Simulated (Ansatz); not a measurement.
A relaxed cell of P is given with its symmetry left out. The cell was found from a structure generator's guess, not taken from experiment.

All numbers below come from DFT PBE, scalar-relativistic, plane waves, PAW in Ansatz 0.2.0. Cutoff 420 eV, Γ-centred mesh, Gaussian smearing, no spin polarisation.

```xyz
2
Lattice="1.7407 1.0050 3.0677 -1.7407 1.0050 3.0677 0.0000 -2.0100 3.0677" Properties=species:S:1:pos:R:3 pbc="T T T"
P     0.0000    0.0000    7.0919
P     0.0000    0.0000    2.1113
```

Energies count from the standard state of P at the same level. The references include black phosphorus.

Q: What space group does it have?

A: R-3m (No. 166). Conventional cell: a = 3.481 Å, c = 9.203 Å. Around P lie 3 P at 2.32 Å and 3 P at 2.77 Å.

Q: How far does it lie from the standard state of P?

A: +0.04 eV/atom. So it is a metastable form at best.

Q: Is it a metal?

A: Yes, bands cross the Fermi level on the 21×21×21 mesh.

The last run used a 21×21×21 mesh for its 2-atom cell and Gaussian smearing of 0.10 eV. Weakly bound directions are ill-defined at this level, which has no dispersion term. The reference form of P is held partly by dispersion forces, which this level lacks. This cell was reached by moving the atoms of another relaxed cell at random and relaxing again, last within the group found; it had no such test of its own.
